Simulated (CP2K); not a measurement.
The system is InP.

```xyz
2
Lattice="4.1444 0.0000 0.0000 2.0722 3.5891 0.0000 2.0722 1.1964 3.3838" Properties=species:S:1:pos:R:3 pbc="T T T"
In    0.0000    0.0000    0.0000
P     6.2165    3.5891    2.5379
```

Program: CP2K 2026.2. Alike in all runs: task atomic charges; potentials or basis POTENTIAL_UZH In GTH-PBE-q13, P GTH-PBE-q5; TZVP-MOLOPT-PBE-GTH basis; no spin polarisation; cell as given; k mesh 8 × 8 × 8; smearing fermi-dirac 0.05 eV.

Order these runs on this cell by their band gap on the k mesh, lowest first.
A. level TPSS
B. level HLE16
C. level LDA

C (0.51 eV), A (0.73 eV), B (1.18 eV).

Caveats: spin-orbit coupling is left out, which moves the levels of the heavy elements; the basis of atomic orbitals isn't converged, which shifts pressures, moduli and gaps; the potentials were made for a functional far from this one (some runs).
